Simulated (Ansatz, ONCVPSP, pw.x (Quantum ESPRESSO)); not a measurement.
**Equation-of-state test of one ONCV potential (magnesium (Mg))**

ONCVPSP 4.0.1.1 (patched build) input, shortened (lines: element, Z, core and valence counts, functional; n l f; lmax; l rc ep ncon nbas qcut; lloc lpopt rc5 dvloc0; l nproj debl; icmod fcfact rcfact), PBE, scalar-relativistic:

```
  Mg 12.00    3    1        4      upf
    1    0    2.00
    2    0    2.00
    2    1    6.00
    3    0    2.00
    2
    0    2.40    0.00    3    8    3.30
    1    2.50    0.04    5    8    3.50
    2    2.20    0.26    4    9    4.40
    4    5    1.70    3.00
    0    2    1.30
    1    2    2.90
    2    2    1.00
    1    0.75    0.00
```

In the p channel the program set the typed energies aside and used 0.050, 2.950 Ha.

Crystal test: bcc Mg in pw.x 7.5, no spin, 13³ k-points, Fermi–Dirac smearing 0.01 Ry, cutoffs 50/200 Ry. The reference is all-electron LAPW (Ansatz 0.2.0) with the same functional, mesh and smearing; V0 and B0 come from Birch–Murnaghan fits to the pressures at five volumes. Errors are pseudo minus all-electron; Δ is the rms difference of the E(V) curves that follow from these fits, minima aligned, over ±6 % about the mean V0. Mesh and smearing are coarse, so the numbers serve the comparison and aren't converged zero-temperature values; the lattice is a test structure that the element need not adopt.

```
V (Å³/atom)  P all-electron (GPa)  P pseudo (GPa)
     21.727                  2.20            2.08
     22.298                  1.13            1.02
     22.870                  0.19            0.09
     23.442                 -0.65           -0.73
     24.014                 -1.38           -1.45
```

All-electron: a0 = 3.583 Å (V0 = 22.99 Å³/atom), B0 = 34.7 GPa.

Pseudopotential: mean pressure error (GPa): -0.10; a0 (Å): 3.580; a0 error (%): -0.09; B0 error (%): -0.4; Δ (meV/atom): 0.5.

Question: At the middle volume, how do free energy and pressure move when the wave cutoff is lowered (ecutrho kept at four times it)?

Answer:

```
cutoff (Ry)  shift of F (meV/atom)  shift of P (GPa)
         22                   +3.1             +0.03
         30                   +1.1             +0.03
         40                   +0.9             +0.02
```

The run at the middle volume (84 k-points, 5 iterations) took about 4.1 s on one core of a shared host (AMD EPYC 9R45 96-Core Processor, 96 threads, 376 GiB, load 45).
